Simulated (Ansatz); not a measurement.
SrF$_{2}$:
```
SrF2
1.0
    0.00000     2.87911     2.87911
    2.87911     0.00000     2.87911
    2.87911     2.87911     0.00000
Sr F
1 2
Cartesian
  0.00000   0.00000   0.00000
  4.31866   4.31866   4.31866
  1.43955   1.43955   1.43955
```

Relaxed with PBEsol. Special points in fractions of this cell's reciprocal vectors: Γ (0.000, 0.000, 0.000); X (0.500, 0.000, 0.500); U (0.625, 0.250, 0.625); K (0.375, 0.375, 0.750); L (0.500, 0.500, 0.500); W (0.500, 0.250, 0.750).

Q: List the band energies nearest the valence-band maximum at these points for PBEsol in the plane-wave PAW code Ansatz.

A: In eV from the valence-band maximum; about four levels below and three above (degenerate sets whole), none deeper than 8.9 eV; points with the same levels are listed once.

```tsv
k	below	above
Γ	-1.78 -1.78 -1.78 -0.10 -0.10 -0.10	6.90 10.13 10.13
X	-0.93 -0.93 -0.29 -0.29 0.00	8.14 10.26 11.69
U	-0.87 -0.53 -0.24 -0.08	8.42 10.50 11.00
L	-0.94 -0.74 -0.44 -0.44	10.22 10.26 10.26
W	-0.63 -0.63 -0.22 -0.07	8.46 10.89 10.90 10.90
```

Space group Fm-3m (fluorite). Symmetry was held in the PBEsol relaxation; phonons on a q-mesh show no instability. Scalar-relativistic: spin–orbit coupling is off unless named, which matters more the heavier the elements.

Potentials: the later of the program's two PAW sets.
